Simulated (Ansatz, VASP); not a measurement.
## One calculation of Ca, two programs

File INCAR:

```
SYSTEM = Ca
  ALGO = Normal
  EDIFF = 1E-6
  ENCUT = 520
  GGA = PS
  ISIF = 2
  ISMEAR = -1
  LASPH = .True.
  LCHARG = .False.
  LREAL = .False.
  LWAVE = .False.
  NBANDS = 11
  NELM = 80
  PREC = Accurate
  SIGMA = 0.1
```

The input KPOINTS:

```
k-points
0
Gamma
  16 16 16
  0 0 0
```

File POSCAR:

```
Ca
1.0
    0.0000000000      2.7279878896      2.7279878896
    2.7279878896      0.0000000000      2.7279878896
    2.7279878896      2.7279878896      0.0000000000
Ca
1
Direct
    0.0000000000      0.0000000000      0.0000000000
```

Input for Ansatz:

```yaml
crystal:
  lattice:
    - [0.0, 2.7279878896, 2.7279878896]
    - [2.7279878896, 0.0, 2.7279878896]
    - [2.7279878896, 2.7279878896, 0.0]
  atoms:
    - { symbol: Ca, position: [0.0, 0.0, 0.0] }
hamiltonian:
  xc: pbesol
  pseudopotentials:
    kind: paw
    azcp:
      Ca: "pseudopotentials/Ca.paw.azcp"
basis:
  ecutwfc: 420
  fft_grid_basis: typed
kpoints:
  mp_grid: { grid: [16, 16, 16], shift: [0, 0, 0] }
magnetization:
  spin_polarized: false
scf:
  occupations: { method: fermi_dirac, width: 0.1 }
output:
  stress: true
```

Alike in both runs: task single point; functional PBEsol; k mesh 16 × 16 × 16; occupations fermi-dirac, width 0.1 eV; no spin polarisation.

|  | VASP | Ansatz |
| --- | --- | --- |
| version | VASP 6.6.1 | Ansatz 0.2.0 |
| potentials or method | VASP PAW PBE potentials, release 64 (Ca_sv) | plane waves (420 eV) with PAW, scalar-relativistic |
| plane-wave cutoff (eV) | 520 | 420 |
| valence electrons in the cell | 10 | 10 |

```csv
,VASP,Ansatz,Ansatz less VASP
pressure (GPa),0.0,0.0,0.00
```

With one functional, cell and mesh, what is left measures potentials, basis and numerics. Ansatz warned: «pseudo_functional_mismatch».

Caveats: the PAW data sets were made with another functional, which shifts forces and pressure a little (VASP).
